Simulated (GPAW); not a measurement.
C:

```xyz
8
Lattice="2.5221 0.0000 0.0000 -1.2611 2.1842 0.0000 0.0000 0.0000 8.2371" Properties=species:S:1:pos:R:3 pbc="T T T"
C     1.2611    0.7281    6.9501
C     0.0000    1.4561    2.8315
C     1.2611    0.7281    5.4056
C     0.0000    1.4561    1.2870
C     0.0000    0.0000    7.4649
C     0.0000    0.0000    3.3463
C     0.0000    0.0000    4.8908
C     0.0000    0.0000    0.7722
```

This is a hexagonal form of diamond, not graphite.

Base run:

| Item | Value |
| --- | --- |
| Program | GPAW 26.7.0 |
| Functional | SCAN |
| Potentials or basis | GPAW PAW data sets (gpaw-data 1.2.1) |
| Cutoff | 800 eV |
| Basis | pw |
| k mesh | 7 × 7 × 2 |
| Occupations | fermi-dirac, width 0.05 eV |
| Spin | no spin polarisation |

Its results: band gap on the k mesh 4.81 eV, indirect (least direct gap 5.70 eV); largest force 0.352 eV/Å.

Question: After a change of settings the same cell gave: band gap on the k mesh 4.61 eV, indirect (least direct gap 5.27 eV); largest force 0.343 eV/Å. Which change was it?
A. functional from SCAN to LDA; potentials or basis from GPAW PAW data sets (gpaw-data 1.2.1) to JTH PAW 2.0, LDA
B. functional from SCAN to optPBE-vdW
C. functional from SCAN to LDA; potentials or basis from GPAW PAW data sets (gpaw-data 1.2.1) to the program's PAW data sets (release 1.2.1) made for this functional

Answer: B.

Caveats: the PAW data sets were made with another functional, which shifts forces and pressure a little.

Not every run made on this cell is shown here.
